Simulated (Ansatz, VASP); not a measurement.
**BeTe in VASP and in Ansatz**

The input INCAR:

```
SYSTEM = BeTe
  PREC = Accurate
  ENCUT = 520
  EDIFF = 1E-6
  ISMEAR = -1
  SIGMA = 0.03
  LREAL = .False.
  LASPH = .True.
  NELM = 100
  ALGO = Normal
  ISIF = 2
  LWAVE = .False.
  LCHARG = .False.
  NBANDS = 11
```

KPOINTS

```
Automatic mesh
0
Gamma
  11 11 11
  0 0 0
```

File POSCAR:

```
BeTe
1.0
    0.0000000000      2.7700000000      2.7700000000
    2.7700000000      0.0000000000      2.7700000000
    2.7700000000      2.7700000000      0.0000000000
Be Te
1 1
Direct
    0.0000000000      0.0000000000      0.0000000000
    0.7500000000      0.7500000000      0.7500000000
```

Input for Ansatz:

```yaml
crystal:
  lattice:
    - [0.0, 2.77, 2.77]
    - [2.77, 0.0, 2.77]
    - [2.77, 2.77, 0.0]
  atoms:
    - { symbol: Be, position: [0.0, 0.0, 0.0] }
    - { symbol: Te, position: [0.75, 0.75, 0.75] }
kpoints:
  mp_grid: { grid: [11, 11, 11] }
  band_path:
    path:
      - [0.0, 0.0, 0.0]
      - [-0.5, -0.5, 0.0]
      - [-0.375, -0.375, 0.25]
      - [-0.375, 0.0, 0.375]
      - [0.0, 0.0, 0.0]
      - [0.0, 0.0, 0.5]
      - [-0.5, -0.25, 0.25]
      - [-0.5, -0.5, 0.0]
    npoints: 5
scf:
  occupations: { method: fermi_dirac, width: 0.03 }
hamiltonian:
  xc: lda
  pseudopotentials: { kind: all_electron, lapw: { basis_error: 0.0005 } }
output:
  forces: true
  stress: true
  eigenvalues: true
```

Alike in both runs: task single point; functional LDA; k mesh 11 × 11 × 11; occupations fermi-dirac, width 0.03 eV; no spin polarisation.

```csv
,VASP,Ansatz
version,VASP 6.6.1,Ansatz 0.2.0
potentials or method,"VASP PAW LDA potentials, release 64 (Be, Te)","all-electron LAPW, scalar-relativistic"
plane-wave cutoff (eV),520,see its input
```

|  | VASP | Ansatz | Ansatz less VASP |
| --- | --- | --- | --- |
| gap on the k mesh at the Fermi level (eV) | 1.78 | 1.80 | +0.020 |
| pressure (GPa) | 0.8 | 0.5 | -0.28 |

Ansatz ran all-electron here, so the differences hold the error of VASP's frozen core and of both bases.

Caveats: spin-orbit coupling is left out, which moves the levels of the heavy elements; an odd mesh through Γ misses points on the zone boundary, where band edges often lie. Expect the measured gap to be larger: semilocal functionals such as LDA lack the derivative discontinuity.
